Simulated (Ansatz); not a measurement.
# TiPt3 (Pm-3m) in Ansatz: a series of runs

One crystal, TiPt3, is run at these levels: PBEsol; tasks: band structure.

Everything below comes from runs of Ansatz 0.2.0. Logs are shortened: lines on timing, memory, paths and dates and some standing lists are left out, and cuts for length are marked.

**1. Starting point**

The structure is cubic, space group Pm-3m (No. 221). Conventional cell: a = 3.897 Å, b = 3.897 Å, c = 3.897 Å, α = 90.00°, β = 90.00°, γ = 90.00°. Pt (site symmetry 4/mmm) has 8 Pt at 2.76 Å and 4 Ti at 2.76 Å as nearest neighbours. Around Ti (site symmetry m-3m) lie 12 Pt at 2.76 Å.

**2. Band structure, PBEsol**

Input file input.yaml:

```yaml
crystal:
  lattice:
    - [3.897, 0.0, 0.0]
    - [0.0, 3.897, 0.0]
    - [0.0, 0.0, 3.897]
  atoms:
    - { symbol: Pt, position: [0.5, 0.5, 0.0] }
    - { symbol: Pt, position: [0.5, 0.0, 0.5] }
    - { symbol: Pt, position: [0.0, 0.5, 0.5] }
    - { symbol: Ti, position: [0.0, 0.0, 0.0] }
hamiltonian:
  xc: pbesol
  pseudopotentials: { kind: paw }
kpoints:
  mp_grid: { grid: [7, 7, 7] }
  band_path:
    path:
      - [[0.0, 0.0, 0.0], [0.0, 0.5, 0.0], [0.5, 0.5, 0.0], [0.0, 0.0, 0.0], [0.5, 0.5, 0.5], [0.0, 0.5, 0.0]]
      - [[0.5, 0.5, 0.0], [0.5, 0.5, 0.5]]
    npoints: 14
scf:
  occupations: { method: fermi_dirac, width: 0.05 }
  n_extra_bands: 10
output:
  forces: true
  stress: true
  eigenvalues: true
  fatbands: true
```

Potentials or basis: Ansatz PAW.

Command:

```
> ansatz run input.yaml --threads 2 --pin off --max-ram 5632MiB --backend cpu --events-out ev --progress --plain --runs-dir out
```

The log of the run:

```text
Warning: RAYON_NUM_THREADS=2 ignored (pool sized by the plan → 2); use --threads N
scf.n_extra_bands = 10 over 33 filled bands (N_el = 66.0): the run solves 43 bands
Engine: ansatz 0.2.0, x86_64-unknown-linux-gnu
Pseudopotentials: kind: paw
Pseudopotential: Pt, paw, valence charge 18, recommended cutoff 420 eV (normal), Pt.paw.azcp
Pseudopotential: Ti, paw, valence charge 12, recommended cutoff 420 eV (normal), Ti.paw.azcp
Functional definition: PBEsol
  exchange = pbesol_x
  correlation = pbesol_c
Crystal: 4 atoms, lattice volume = 59.182 Å³
Basis set: ecut = 420 eV, 1189 PW (Γ), exchange–correlation on 54×54×54 points (8 copies of the dense FFT grid, shifted against one another)
Bands: 43, of which v1, the nominal top of the filled ones, is band 33 counted from 1 (32 counted from 0)
Symmetry: 48 space group operations
Space group: Pm-3m (ITA 221), of the structure as read, at distance tolerance 3.9e-5 Å
k-points: 20 of 343
Non-local potential: Pt, projectors of the file, l = 0: 3, l = 1: 2, l = 2: 2, l = 3: 1
Non-local potential: Ti, projectors of the file, l = 0: 3, l = 1: 2, l = 2: 3, l = 3: 1
PAW form: soft (Blöchl's): semilocal exchange-correlation on the pseudo side does not see the compensation charge
PAW frozen core: Pt, regenerated for the run's functional, and the local potential with it (the file was generated under x = pbe(κ = 0.804, μ = 0.2195149727645171), c = pbe(β = 0.06672455060314922))
PAW frozen core: Ti, regenerated for the run's functional, and the local potential with it (the file was generated under x = pbe(κ = 0.804, μ = 0.2195149727645171), c = pbe(β = 0.06672455060314922))
PAW one-centre angular grid: Pt, 590 points (default); XC on 64 Gauss nodes
PAW one-centre angular grid: Ti, 590 points (default); XC on 64 Gauss nodes
Initial density: superposition of atomic densities (neutral atoms: chi_scale 0, normalization atom), corrected by the library's trained network
Initial wavefunctions: pseudopotential atomic-orbital guess
Functional: x = pbesol(κ = 0.804, μ = 0.12345679012345678), c = pbesol(β = 0.046)
SCF iter   1: F=—  HF=-39628.912386 eV  |F-HF|=—  |Δ(HF+E_count)|=         —  Δρ=1.64e-2  dr2=2.18e-1  ethr=1.77e-3  ⟨swp⟩=5.8  Hψ=2926  notcnv=0  defer=10
preconditioner: auto → Resta (q_TF=auto, 2.778 Å⁻¹)  ε∞=13.0  [insulator: Δε(μ)=0.169 eV  Ē_g=8.124 eV  σ=0.050 eV  W_gap=0.64  n_scr=18 (ndim 8)  ℏωp=28.1 eV  f_vac=0.000  D(μ)=1.07/eV (n_scr^D=6)  ε∞_Penn≈13.0]
SCF iter   2: F=—  HF=-39628.897432 eV  |F-HF|=—  |Δ(HF+E_count)|=   1.50e-2  Δρ=8.82e-3  dr2=6.91e-2  ethr=3.31e-4  ⟨swp⟩=2.0  Hψ=1162  notcnv=0  defer=32
preconditioner: auto → Kerker (q_TF=auto, 2.778 Å⁻¹)  [metal: Δε(μ)=0.124 eV  Ē_g=8.084 eV  σ=0.050 eV  W_gap=0.50  n_scr=18 (ndim 8)  ℏωp=28.1 eV  f_vac=0.000  D(μ)=1.27/eV (n_scr^D=6)]
SCF iter   3: F=—  HF=-39628.890090 eV  |F-HF|=—  |Δ(HF+E_count)|=   7.34e-3  Δρ=8.13e-4  dr2=1.46e-4  ethr=1.05e-4  ⟨swp⟩=2.0  Hψ=971  notcnv=0  defer=32
SCF iter   4: F=—  HF=-39628.890136 eV  |F-HF|=—  |Δ(HF+E_count)|=   4.56e-5  Δρ=2.01e-4  dr2=3.47e-5  ethr=2.21e-7  ⟨swp⟩=2.0  Hψ=1439  notcnv=0  defer=32
SCF iter   5: F=—  HF=-39628.890111 eV  |F-HF|=—  |Δ(HF+E_count)|=   2.54e-5  Δρ=3.31e-5  dr2=3.42e-7  ethr=5.25e-8  ⟨swp⟩=1.0  Hψ=826  notcnv=0  defer=32
SCF iter   6: F=-39628.890111 eV  HF=-39628.890111 eV  |F-HF|=9.02e-10  |Δ(HF+E_count)|=   6.86e-8  Δρ=6.29e-6  dr2=1.05e-8  ethr=1.52e-10  ⟨swp⟩=8.4  Hψ=3113  notcnv=0
SCF 1 converged in 6 iterations: F = -39628.890111 eV  dr2 = 1.05e-8
NSCF: frozen V_eff on 86 k-points
SCF converged after 6 iterations
Free energy (F): -39628.890111 eV
Harris-Foulkes:  -39628.890111 eV  (|F-HF|=9.02e-10)
Internal energy: -39628.877029 eV  (E = F + TS)
E sigma→0 (E₀):  -39628.883570 eV
Entropy (-TS):   -0.013081 eV (-3.270 meV/atom)
Fermi energy:    22.462189 eV
--- Per-component energies (eV) ---
  E_band       = -537.790428
  E_kinetic    = 2189.719337
  E_local      = -5223.362513  (includes V_loc(G=0)·N_el)
  E_nonlocal   = 613.196232
  E_hartree    = 1979.401635
  E_xc         = -881.711673
  E_vxc        = -1034.008868  (∫ρ·V_xc dr)
  E_paw        = -28970.087623  (= ΣΔE_a)
  E_vpaw       = -1042.141529  (= ΣTr[D̂ρ^β])
  E_aug_tail   = 0.000646  (compensation charges beyond the density's cutoff)
  E_ewald      = -9337.033399
  E_core_change = 1.000328  (= ΣΔE_core)
  E_smearing   = -0.013081  (= −TS)
  E_closure    = -0.000000  (closes the sum)
  Σ components = -39628.890111   (vs F -39628.890111, Δ=0.00e0)
--- Forces (eV/Å), atoms counted from 1 ---
  atom   1  Pt     0.00000000     0.00000000    -0.00000000
  atom   2  Pt     0.00000000    -0.00000000     0.00000000
  atom   3  Pt     0.00000000    -0.00000000    -0.00000000
  atom   4  Ti     0.00000000     0.00000000     0.00000000
  max |Σ_I F_I| component: 1.03e-28 eV/Å
--- Stress (GPa, compression-positive) ---
        0.484831      -0.000000       0.000000
        0.000000       0.484831       0.000000
        0.000000       0.000000       0.484831
  P = ⅓ Tr σ = 0.4848 GPa (4.848 kbar)
--- Band table (eV; the first three rows and the last of 20) ---
  k-point 0: bands = ["-76.6828", "-76.6463", "-76.6463", "-35.4521", "-31.0268", "-31.0268", "-31.0268", "-30.8332", "-30.8332", "-30.8332", "-30.6782", "-30.6782", "-30.6782", "-11.7832", "-11.7832", "-11.7832", "12.1407", "14.9620", "15.3364", "15.3364", "15.6404", "15.6404", "15.6404", "18.7913", "18.7913", "18.7913", "20.7424", "20.7424", "21.9165", "22.4772", "22.4772", "22.4772", "23.8557", "23.8557", "23.9698", "23.9698", "23.9698", "24.5120", "24.5120", "24.5120", "30.8349", "30.8349", "33.4489"]
  k-point 1: bands = ["-76.6812", "-76.6479", "-76.6463", "-35.4526", "-31.0172", "-31.0172", "-31.0104", "-30.8359", "-30.8359", "-30.8339", "-30.6954", "-30.6853", "-30.6853", "-11.7892", "-11.7843", "-11.7843", "12.4117", "15.1325", "15.4333", "15.5623", "15.7390", "15.8085", "15.8085", "18.6278", "18.8715", "18.8715", "20.5080", "20.7758", "21.4422", "21.4422", "21.6658", "22.4779", "22.6526", "23.5908", "23.5908", "23.7291", "23.8376", "24.5050", "25.7691", "25.7691", "30.3801", "31.5685", "33.3681"]
  k-point 2: bands = ["-76.6769", "-76.6522", "-76.6463", "-35.4537", "-30.9924", "-30.9924", "-30.9648", "-30.8448", "-30.8448", "-30.8354", "-30.7427", "-30.7016", "-30.7016", "-11.8028", "-11.7868", "-11.7868", "13.1712", "15.5327", "15.6724", "16.0073", "16.1811", "16.3021", "16.3021", "18.2178", "18.9729", "18.9729", "19.8761", "20.0868", "20.0868", "20.6480", "20.7204", "21.0788", "22.4795", "22.9008", "22.9008", "23.3712", "23.4570", "24.4911", "27.6764", "27.6764", "29.6503", "31.6776", "32.6424"]
  k-point 19: bands = ["-76.6596", "-76.6578", "-76.6578", "-35.4504", "-31.0993", "-31.0019", "-31.0017", "-31.0017", "-30.7241", "-30.7241", "-30.7207", "-30.6830", "-30.6830", "-11.7975", "-11.7954", "-11.7954", "14.9010", "15.0833", "15.0833", "15.4883", "17.8527", "17.8527", "18.0567", "18.5026", "18.8217", "18.8217", "19.3537", "19.3537", "20.5508", "20.6843", "20.6843", "21.4086", "21.9950", "22.6803", "22.6803", "23.6094", "23.6094", "24.2187", "24.2284", "24.2284", "28.1547", "28.1547", "28.8376"]
```

Run time: 11 s. Hardware: 2 threads of Intel Xeon at 2.50GHz (Skylake/Cascade Lake), shared host; peak memory 0.4 GiB.

What came out:

```yaml
Free_energy: -39628.8901 eV
Pressure: 0.5 GPa
Band_gap_on_the_k_mesh: none (metal or under the smearing width)
```

Levels at the corners of the path, in eV from the Fermi level:
| point | band 31 | band 32 | band 33 | band 34 | band 35 | band 36 |
| --- | --- | --- | --- | --- | --- | --- |
| Γ | 0.02 | 0.02 | 1.39 | 1.39 | 1.51 | 1.51 |
| X | -2.65 | -1.41 | -0.22 | -0.22 | 0.02 | 0.44 |
| M | -2.51 | -2.33 | -2.31 | 0.21 | 0.21 | 0.35 |
| Γ | 0.02 | 0.02 | 1.39 | 1.39 | 1.51 | 1.51 |
| R | -0.77 | -0.77 | -0.48 | -0.48 | -0.48 | 1.20 |
| X | -2.65 | -1.41 | -0.22 | -0.22 | 0.02 | 0.44 |
| M | -2.51 | -2.33 | -2.31 | 0.21 | 0.21 | 0.35 |
| R | -0.77 | -0.77 | -0.48 | -0.48 | -0.48 | 1.20 |

Caveat: spin-orbit coupling is left out, which moves the levels of the heavy elements; the PAW data sets come from PBE, with cores solved anew for the run's functional, which leaves a small shift of forces and pressure.

**3. Band structure, PBEsol**

input.yaml, as its differences from that of step 2:

```diff
@@ -12,3 +12,3 @@
   xc: pbesol
-  pseudopotentials: { kind: paw }
+  pseudopotentials: { kind: paw, source: jth, xc_functional: pbe }
 kpoints:
@@ -27,2 +27,2 @@
   eigenvalues: true
-  fatbands: true
+  fatbands: false
```

Potentials or basis: JTH PAW.

Command:

```
> ansatz run input.yaml --threads 2 --pin off --max-ram 5632MiB --backend cpu --events-out ev --progress --plain --runs-dir out
```

The log of the run:

```text
Warning: the checks of this Pt dataset prove no rule for summing its radial tables, as where they were carried onto another mesh than they were made on, and Gregory's rule is taken, under which a leading mesh point left out moves its sums only by what lay on the interval it spanned. That does not make them correct, and they differ from Quantum ESPRESSO's on this file; a re-export a fraction of a mesh step off can move them. hamiltonian.pseudopotentials.radial_quadrature: simpson_from_first_knot sums it by `pw.x`'s rule; on a PAW file no value gives `pw.x`'s numbers. What more to know: hamiltonian.pseudopotentials.radial_quadrature, in the input reference
Warning: the checks of this Ti dataset prove no rule for summing its radial tables, as where they were carried onto another mesh than they were made on, and Gregory's rule is taken, under which a leading mesh point left out moves its sums only by what lay on the interval it spanned. That does not make them correct, and they differ from Quantum ESPRESSO's on this file; a re-export a fraction of a mesh step off can move them. hamiltonian.pseudopotentials.radial_quadrature: simpson_from_first_knot sums it by `pw.x`'s rule; on a PAW file no value gives `pw.x`'s numbers. What more to know: hamiltonian.pseudopotentials.radial_quadrature, in the input reference
[... 72 lines left out ...]
  k-point 1: bands = ["-39.6579", "-15.9948", "-15.9901", "-15.9901", "8.2248", "10.9591", "11.2520", "11.3810", "11.5663", "11.6349", "11.6349", "14.4473", "14.6899", "14.6899", "16.3267", "16.5916", "17.2608", "17.2608", "17.4725", "18.2815", "18.4834", "19.4060", "19.4060", "19.5354", "19.6547", "20.3077", "21.5926", "21.5926", "26.1963", "27.4027", "29.3148"]
  k-point 2: bands = ["-39.6572", "-16.0073", "-15.9921", "-15.9921", "8.9823", "11.3537", "11.4949", "11.8365", "12.0001", "12.1282", "12.1282", "14.0404", "14.7939", "14.7939", "15.6997", "15.9089", "15.9089", "16.4758", "16.5354", "16.8941", "18.2831", "18.7184", "18.7184", "19.1943", "19.2654", "20.2939", "23.4999", "23.4999", "25.4871", "27.6014", "28.5465"]
  k-point 19: bands = ["-39.6560", "-16.0045", "-16.0029", "-16.0029", "10.7240", "10.9064", "10.9064", "11.3078", "13.6771", "13.6771", "13.8811", "14.3278", "14.6447", "14.6447", "15.1673", "15.1673", "16.3712", "16.5052", "16.5052", "17.2342", "17.8006", "18.4946", "18.4946", "19.4163", "19.4163", "20.0323", "20.0357", "20.0357", "23.9523", "23.9523", "24.6392"]
```

It took 26 s on 2 threads of Intel Xeon at 2.50GHz (Skylake/Cascade Lake), shared host; peak memory 0.68 GiB.

What came out:

```
Free energy            : -32565.7229 eV
Pressure               : 1.4 GPa
Band gap on the k mesh : none (metal or under the smearing width)
```

Levels at the corners of the path, in eV from the Fermi level:
| point | band 18 | band 19 | band 20 | band 21 | band 22 | band 23 | band 24 | band 25 |
| --- | --- | --- | --- | --- | --- | --- | --- | --- |
| Γ | 0.01 | 0.01 | 0.01 | 1.39 | 1.39 | 1.54 | 1.54 | 1.54 |
| X | -2.71 | -2.64 | -1.41 | -0.21 | -0.21 | 0.01 | 0.46 | 0.76 |
| M | -3.16 | -2.51 | -2.34 | -2.29 | 0.22 | 0.22 | 0.36 | 1.45 |
| Γ | 0.01 | 0.01 | 0.01 | 1.39 | 1.39 | 1.54 | 1.54 | 1.54 |
| R | -0.75 | -0.75 | -0.75 | -0.49 | -0.49 | -0.49 | 1.19 | 1.19 |
| X | -2.71 | -2.64 | -1.41 | -0.21 | -0.21 | 0.01 | 0.46 | 0.76 |
| M | -3.16 | -2.51 | -2.34 | -2.29 | 0.22 | 0.22 | 0.36 | 1.45 |
| R | -0.75 | -0.75 | -0.75 | -0.49 | -0.49 | -0.49 | 1.19 | 1.19 |

Caveat: spin-orbit coupling is left out, which moves the levels of the heavy elements.
